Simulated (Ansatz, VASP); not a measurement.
## ZnCu in VASP and in Ansatz

File POSCAR:

```
ZnCu
1.0
    2.9450000000      0.0000000000      0.0000000000
    0.0000000000      2.9450000000      0.0000000000
    0.0000000000      0.0000000000      2.9450000000
Zn Cu
1 1
Cartesian
    1.4725000000      1.4725000000      1.4725000000
    0.0000000000      0.0000000000      0.0000000000
```

The input INCAR.step1:

```
SYSTEM = ZnCu
  PREC = Accurate
  ENCUT = 600
  EDIFF = 1E-5
  ISMEAR = -1
  SIGMA = 0.02
  LREAL = .FALSE.
  LASPH = .TRUE.
  NELM = 60
  ALGO = Normal
  LWAVE = .TRUE.
  LCHARG = .FALSE.
  GGA = PE
```

Contents of INCAR.step2:

```
SYSTEM = ZnCu
  PREC = Accurate
  ENCUT = 600
  EDIFF = 1E-7
  ISMEAR = -1
  SIGMA = 0.02
  LREAL = .FALSE.
  LASPH = .TRUE.
  NELM = 60
  ALGO = Normal
  ISIF = 3
  LWAVE = .FALSE.
  LCHARG = .FALSE.
  GGA = PE
  LHFCALC = .TRUE.
  AEXX = 0.25
  PRECFOCK = Fast
  HFRCUT = -1
  IBRION = 2
  NSW = 40
  EDIFFG = -0.01
  ISTART = 1
```

The input KPOINTS:

```
regular mesh
0
G
  5 5 5
  0 0 0
```

Contents of input.yaml:

```yaml
crystal:
  lattice:
    - [2.945, 0.0, 0.0]
    - [0.0, 2.945, 0.0]
    - [0.0, 0.0, 2.945]
  atoms:
    - { symbol: Zn, position: [0.5, 0.5, 0.5] }
    - { symbol: Cu, position: [0.0, 0.0, 0.0] }
hamiltonian:
  xc: pbe0
  pseudopotentials: { kind: paw }
kpoints:
  mp_grid: { grid: [5, 5, 5] }
scf:
  occupations: { method: fermi_dirac, width: 0.02 }
output:
  forces: true
  stress: true
relax:
  f_tol: 0.01
  max_steps: 40
  cell: { stress_tol: 0.05 }
```

Alike in both runs: task relaxation of cell and atoms; functional PBE0; k mesh 5 × 5 × 5; occupations fermi-dirac, width 0.02 eV; no spin polarisation.

```csv
,VASP,Ansatz
version,VASP 6.6.1,Ansatz 0.2.0
potentials or method,"VASP PAW PBE potentials, release 64 (Zn, Cu)",Ansatz PAW
plane-wave cutoff (eV),600,420
valence electrons in the cell,23,31
```

|  | VASP | Ansatz | Ansatz less VASP |
| --- | --- | --- | --- |
| gap on the k mesh at the Fermi level, each at its own relaxed structure (eV) | none | none | - |
| relaxed volume (Å³/atom) | 13.09 | 13.08 | -0.010 |
| relaxed cell length with the largest relative difference (Å) | 2.969 | 2.969 | -0.0008 |
| energy change over the relaxation (meV/atom) | -3 | -3 | +0.2 |

A gap of «none» marks a metal or a gap that the smearing closes. The two sets of potentials don't hold the same shells in valence.

Caveats: the k mesh is coarse (spacing up to 0.43 Å⁻¹), so the values aren't converged, least of all with exact exchange; the PAW data sets were made with another functional, which shifts forces and pressure a little (VASP); the plane-wave basis is chosen anew once the cell has moved, so the energies of steps on either side of that aren't comparable (Ansatz); the pressure holds a Pulay correction of +0.3 GPa for the finite cutoff (Ansatz); the PAW data sets come from PBE, with cores solved anew for the run's functional, which leaves a small shift of forces and pressure (Ansatz). Zero-point motion and thermal expansion aren't in these numbers.
